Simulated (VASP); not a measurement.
# Te (P3_121) in VASP: further runs

The runs below take Te through relaxation of cell and atoms, with r2SCAN, PBE+D3(BJ), PBE.

Everything below comes from runs of VASP 6.6.1. Logs are shortened: lines on timing, memory, paths and dates and some standing lists are left out, and cuts for length are marked.

**1. The structure**

It takes space group P3_121 (No. 152, trigonal). Conventional cell: a = 4.607 Å, b = 4.607 Å, c = 5.913 Å, α = 90.00°, β = 90.00°, γ = 120.00°. Te (site symmetry 2) has 2 Te at 2.83 Å as nearest neighbours.

**2. Relaxation of cell and atoms, r2SCAN**

The input, INCAR:

```
SYSTEM = Te
PREC = Accurate
ENCUT = 600
EDIFF = 1E-7
ISMEAR = 0
SIGMA = 0.03
LREAL = .FALSE.
LASPH = .TRUE.
NELM = 80
ALGO = Normal
ISIF = 3
LWAVE = .FALSE.
LCHARG = .FALSE.
METAGGA = R2SCAN
LMIXTAU = .TRUE.
IBRION = 2
NSW = 90
EDIFFG = -0.005
```

The input, KPOINTS:

```
Automatic mesh
0
G
  9 9 6
  0 0 0
```

The input, POSCAR:

```
Te                                      
1.0
    4.6066186113     -0.0000000000      0.0000000000
   -2.3033093057      3.9894487430      0.0000000000
    0.0000000000      0.0000000000      5.9130219490
  Te            
     3
Direct
     0.2551270247117014    0.0000000000000000    0.3333333332999970
     0.0000000000000003    0.2551270247117018    0.6666666667000030
     0.7448729752882982    0.7448729752882980    0.0000000000000000
```

Potentials or basis: VASP PAW PBE potentials, release 64 (Te).

Started as:

```
$ cat potpaw_PBE.64/Te/POTCAR > POTCAR
$ mpirun -np 1 vasp_std > vasp.out
```

OUTCAR:

```text
SYSTEM = Te
   PREC = Accurate
   ENCUT = 600
   EDIFF = 1E-7
   ISMEAR = 0
   LREAL = .FALSE.
   LASPH = .TRUE.
   NELM = 80
   ISIF = 3
   METAGGA = R2SCAN
   IBRION = 2
   NSW = 90
   EDIFFG = -0.005

 ion  position               nearest neighbor table
   1  0.255  0.000  0.333-   3 2.83   2 2.83   3 3.61   3 3.61   2 3.61   2 3.61
   2  0.000  0.255  0.667-   3 2.83   1 2.83   3 3.61   3 3.61   1 3.61   1 3.61
   3  0.745  0.745  0.000-   1 2.83   2 2.83   2 3.61   1 3.61   2 3.61   1 3.61

  LATTYP: Found a hexagonal cell.
 ALAT       =     4.6066186113
 C/A-ratio  =     1.2835926843

  Lattice vectors:

 A1 = (   4.6066186113,   0.0000000000,   0.0000000000)
 A2 = (  -2.3033093057,   3.9894487430,   0.0000000000)
 A3 = (   0.0000000000,   0.0000000000,   5.9130219490)

Analysis of symmetry for initial positions (statically):
=====================================================================
 Subroutine PRICEL returns:
 Original cell was already a primitive cell.

 Routine SETGRP: Setting up the symmetry group for a
 hexagonal supercell.

 Subroutine GETGRP returns: Found  6 space group operations
 (whereof  2 operations were pure point group operations)
 out of a pool of 24 trial point group operations.

The static configuration has the point symmetry C_2 .
 The point group associated with its full space group is D_3 .

Analysis of symmetry for dynamics (positions and initial velocities):
=====================================================================
 Subroutine PRICEL returns:
 Original cell was already a primitive cell.

 Routine SETGRP: Setting up the symmetry group for a
 hexagonal supercell.

 Subroutine GETGRP returns: Found  6 space group operations
 (whereof  2 operations were pure point group operations)
 out of a pool of 24 trial point group operations.

The dynamic configuration has the point symmetry C_2 .
 The point group associated with its full space group is D_3 .

 Subroutine INISYM returns: Found  6 space group operations
 (whereof  2 operations are pure point group operations),
 and found     1 'primitive' translations

----------------------------------------------------------------------------------------

                                     Primitive cell

  volume of cell :     108.6687

  direct lattice vectors                    reciprocal lattice vectors
     4.606618611  0.000000000  0.000000000     0.217078965  0.125330599  0.000000000
    -2.303309306  3.989448743  0.000000000     0.000000000  0.250661198  0.000000000
     0.000000000  0.000000000  5.913021949     0.000000000  0.000000000  0.169118263

  length of vectors
     4.606618611  4.606618611  5.913021949     0.250661198  0.250661198  0.169118263

  position of ions in fractional coordinates (direct lattice)
     0.255127025  0.000000000  0.333333333
     0.000000000  0.255127025  0.666666667
     0.744872975  0.744872975  0.000000000

  ion indices of the primitive-cell ions
   primitive index   ion index
                 1           1
                 2           2
                 3           3

----------------------------------------------------------------------------------------

 KPOINTS: Automatic mesh

Automatic generation of k-mesh.
 Grid dimensions read from file:
 generate k-points for:    9    9    6

 Generating k-lattice:

  Cartesian coordinates                     Fractional coordinates (reciprocal lattice)
     0.024119885  0.013925622  0.000000000     0.111111111 -0.000000000  0.000000000
[... 73 lines left out ...]
   EFERMI =   0.00;   METHOD = LEGACY
   ISMEAR =     0;   SIGMA  =   0.03  broadening in eV -4-tet -1-fermi 0-gaus
   EFERMI_NEDOS =   21; number of points for ismear=-14 and -15
   IALGO  =     38    algorithm
   IMIX   =      4    mixing-type and parameters
     AMIX     =   0.40;   BMIX     =  1.00
     AMIX_MAG =   1.60;   BMIX_MAG =  1.00
  volume/ion in A,a.u.               =      36.22       244.44
  Fermi-wavevector in a.u.,A,eV,Ry     =   0.899078  1.699011 10.998155  0.808342
  Thomas-Fermi vector in A             =   2.021867
   LORBIT       =      0    0 simple, 1 ext, 2 COOP (PROOUT), +10 PAW based schemes
   METAGGA = R2SCAN    functional components
   LHFCALC =     F    Hartree Fock is set to
   AEXX    =    0.0000 exact exchange contribution
   IVDW    =     0    specifies the selected vdW correction
   LEPSILON=     F    determine dielectric tensor
   LRPA    =     F    only Hartree local field effects (RPA)
 conjugate gradient relaxation of ions
 non-spin polarized calculation
 Gauss-broadening in eV      SIGMA  =   0.03
  energy-cutoff  :      600.00
  volume of cell :      108.67
 maximum number of plane-waves:      3660
 NGX is ok and might be reduce to    40
   NGX = 19   NGY = 19   NGZ = 23

--------------------------------------- Ionic step        1  -------------------------------------------

 number of electron      17.9999999 magnetization

 Free energy of the ion-electron system (eV)
  ---------------------------------------------------
  ext. energy  EPLUGINS =         0.00000000
  ---------------------------------------------------
  free energy    TOTEN  =       -76.24790689 eV

  energy without entropy =      -76.24790689  energy(sigma->0) =      -76.24790689

------------------------ aborting loop because EDIFF is reached ----------------------------------------

  FORCE on cell =-STRESS in cart. coord.  units (eV):
  Direction    XX          YY          ZZ          XY          YZ          ZX
  --------------------------------------------------------------------------------------
  -------------------------------------------------------------------------------------
  Total       -0.0108315     -0.0108315     -0.0217448      0.0000000      0.0000000      0.0000000
  in kB       -0.1596965     -0.1596965     -0.3205987      0.0000000      0.0000000      0.0000000
  external PRESSURE =      -0.2133306 kB  Pullay stress =       0.0000000 kB

 VOLUME and BASIS-vectors are now :
 -----------------------------------------------------------------------------
  energy-cutoff  :      600.00
  volume of cell :      108.67
      direct lattice vectors                 reciprocal lattice vectors
     4.606618611  0.000000000  0.000000000     0.217078965  0.125330599  0.000000000
    -2.303309306  3.989448743  0.000000000     0.000000000  0.250661198  0.000000000
     0.000000000  0.000000000  5.913021949     0.000000000  0.000000000  0.169118263

 POSITION                                       TOTAL-FORCE (eV/Angst)
 -----------------------------------------------------------------------------------
      1.17527      0.00000      1.97101        -0.000345      0.000000      0.000000
     -0.58764      1.01782      3.94201         0.000173     -0.000299     -0.000000
      1.71567      2.97163      0.00000         0.000173      0.000299     -0.000000
 -----------------------------------------------------------------------------------
    total drift:                               -0.000000     -0.000000      0.000000

  FREE ENERGIE OF THE ION-ELECTRON SYSTEM (eV)
  ---------------------------------------------------
  free  energy   TOTEN  =       -76.2479068879 eV

  energy  without entropy=      -76.2479068879  energy(sigma->0) =      -76.24790689

--------------------------------------- Ionic step        2  -------------------------------------------

 number of electron      17.9999999 magnetization

 Free energy of the ion-electron system (eV)
  ---------------------------------------------------
  ext. energy  EPLUGINS =         0.00000000
  ---------------------------------------------------
  free energy    TOTEN  =       -76.24791146 eV

  energy without entropy =      -76.24791146  energy(sigma->0) =      -76.24791146

 E-fermi :   5.1024     XC(G=0):  -9.1645

 val. band max:        4.9481532090   @ k =   0.3333   0.3333   0.5000
 cond. band min:       5.4825440127   @ k =   0.3333   0.3333   0.5000
 fundamental gap:      0.5343908037
 Fermi energy:         5.1024312199

 k-point     1 :       0.0000    0.0000    0.0000
  band No.  band energies     occupation
      1      -8.8896      2.00000
      2      -5.4748      2.00000
      3      -5.4748      2.00000
      4       1.7888      2.00000
      5       2.0218      2.00000
      6       2.0218      2.00000
      7       3.3181      2.00000
      8       3.3181      2.00000
      9       4.3207      2.00000
     10       6.2133      0.00000
     11       6.2133      0.00000
     12       6.7527      0.00000
     13      10.4233      0.00000
[... 354 lines left out ...]
  band No.  band energies     occupation
      1      -8.3400      2.00000
      2      -6.3354      2.00000
      3      -4.8696      2.00000
      4       0.3205      2.00000
      5       0.7437      2.00000
      6       1.7313      2.00000
      7       3.0936      2.00000
      8       3.7561      2.00000
      9       4.3662      2.00000
     10       6.1441      0.00000
     11       6.7547      0.00000
     12       7.0610      0.00000
     13       9.4190      0.00000

 [... further k-points ...]

------------------------ aborting loop because EDIFF is reached ----------------------------------------

  FORCE on cell =-STRESS in cart. coord.  units (eV):
  Direction    XX          YY          ZZ          XY          YZ          ZX
  --------------------------------------------------------------------------------------
  -------------------------------------------------------------------------------------
  Total        0.0075147      0.0075147      0.0105218     -0.0000000      0.0000000      0.0000000
  in kB        0.1108712      0.1108712      0.1552381     -0.0000000      0.0000000      0.0000000
  external PRESSURE =       0.1256602 kB  Pullay stress =       0.0000000 kB

 VOLUME and BASIS-vectors are now :
 -----------------------------------------------------------------------------
  energy-cutoff  :      600.00
  volume of cell :      108.59
      direct lattice vectors                 reciprocal lattice vectors
     4.605816229  0.000000000  0.000000000     0.217116782  0.125352433 -0.000000000
    -2.302908114  3.988753859 -0.000000000    -0.000000000  0.250704866 -0.000000000
     0.000000000  0.000000000  5.910954307    -0.000000000  0.000000000  0.169177420

 POSITION                                       TOTAL-FORCE (eV/Angst)
 -----------------------------------------------------------------------------------
      1.17505      0.00000      1.97032         0.004578      0.000000      0.000000
     -0.58753      1.01762      3.94064        -0.002289      0.003965     -0.000000
      1.71538      2.97113      5.91095        -0.002289     -0.003965     -0.000000
 -----------------------------------------------------------------------------------
    total drift:                               -0.000000     -0.000000      0.000000

  FREE ENERGIE OF THE ION-ELECTRON SYSTEM (eV)
  ---------------------------------------------------
  free  energy   TOTEN  =       -76.2479114565 eV

  energy  without entropy=      -76.2479114565  energy(sigma->0) =      -76.24791146

 reached required accuracy - stopping structural energy minimisation
```

Run time: 11 min. Hardware: 1 thread of Intel Xeon Platinum 8259CL at 2.50GHz (Skylake/Cascade Lake), shared host; peak memory 0.35 GiB.

What came out:

- Free energy: -76.2479 eV
- Relaxed volume: 36.20 Å³/atom
- Relaxed cell: a = 4.606 Å, b = 4.606 Å, c = 5.911 Å, α = 90.00°, β = 90.00°, γ = 120.00°
- Space group after relaxing (to 0.05 Å): P3_121 (No. 152)
- Energy gained by relaxing: 0.0 meV/atom
- Ionic steps: 2
- Pressure after relaxing: 0.0 GPa
- Largest force after relaxing: 0.005 eV/Å
- Band gap on the k mesh: 0.53 eV, direct

Forces on the atoms (eV/Å):
```
Te   0.005  0.000  0.000
Te  -0.002  0.004  0.000
Te  -0.002 -0.004  0.000
```

Final structure:
```
Te
1.0
     4.60582    0.00000    0.00000
    -2.30291    3.98875    0.00000
     0.00000    0.00000    5.91095
Te
3
Cartesian
  1.1751 0.0000 1.9703
  -0.5875 1.0176 3.9406
  1.7154 2.9711 5.9110
```

Caveat: the PAW data sets were made with another functional, which shifts forces and pressure a little; spin-orbit coupling is left out, which moves the levels of the heavy elements; an odd mesh through Γ misses points on the zone boundary, where band edges often lie.

(Continued in part 2 of 3.)
